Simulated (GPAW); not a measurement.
Crystal: CuO (Tenorite).

```
CELL_PARAMETERS angstrom
2.34185 -1.71130 0.00000
2.34185 1.71130 0.00000
-0.85003 0.00000 5.05787
ATOMIC_POSITIONS crystal
Cu 0.50000 0.00000 0.50000
Cu 0.00000 0.50000 0.00000
O 0.41840 0.58160 0.75000
O 0.58160 0.41840 0.25000
```

Base run:

* Program: GPAW 26.7.0
* Functional: PBE
* Potentials or basis: PAW data sets generated in the run's folder for this functional
* Cutoff: 650 eV
* Basis: pw
* k mesh: 8 × 8 × 4
* Occupations: fermi-dirac, width 0.01 eV
* Spin: no spin polarisation
* Hubbard terms: Cu d U = 3.5 eV

Its results: band gap on the k mesh none (metal or under the smearing width); pressure 5.0 GPa; largest force 0.110 eV/Å.

Q: The run is repeated on the same cell with these changes: functional from PBE to PBEsol; hubbard terms from Cu d U = 3.5 eV to Cu d U = 4.5 eV. What comes out?

A: Band gap on the k mesh none (metal or under the smearing width); pressure -3.4 GPa; largest force 0.184 eV/Å.

Several settings changed at once, so the effect can't be laid on one alone.

Caveats: the cutoff is short for stress and forces, so pressures can be off by a GPa or more; the run has no spin polarisation, though such a crystal can be magnetic; U without spin polarisation on a metal has little footing.

Not every run made on this cell is shown here.
